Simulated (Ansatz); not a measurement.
Reactions of `CC(C)[O][Zn][F]`.

Calculated with Ansatz (gas phase, PBE0-D4/def2-TZVP geometries, no zero-point term in ΔE). CCSD(T)/CBS is the MP2 limit (def2-TZVPP, def2-QZVPP) plus CCSD(T) − MP2 in def2-TZVPP, frozen cores. This one scheme is used for every species, atoms too. DFT in def2-TZVPP. Open shells (•) are unrestricted, without spin–orbit coupling. Spin–orbit coupling would lower the free atoms: a little for C, F, O. Bonds to Br, Ga, Zn are less sure, by a few kJ/mol each and by 10 to 20 or more in all where they break to atoms, as the def2 sets lack core-valence functions. Scalar relativity is left out up to krypton. Each species was taken in one conformer, which may not be the lowest.

```tsv
reaction	r2SCAN-D4 (kJ/mol)
`CC(C)[O][Zn][F]` → `[F][ZnH]` + `CC(C)=O`	81
`CC(C)[O][Zn][F]` → 3 C• + F• + 7 H• + O• + Zn (atom)	4845
`CC(C)[O][Zn][F]` + `CSBS` → `C[S][Zn][F]` + `CC(C)OBS`	-95
`CC(C)[O][Zn][F]` + HCl → `CC(C)[O][Zn][Cl]` + H–F	-61
`CC(C)[O][Zn][F]` + `[F][GaH][Br]` → `[F][Zn][Br]` + `CC(C)[O][GaH][F]`	-42
```

Problem. Give the CCSD(T)/CBS values in the same order. (Estimate.)

Solution. Computed: 93, 4830, -100, -67, -52 kJ/mol.

Largest T1 diagnostic: 0.018, for `[F][ZnH]`.
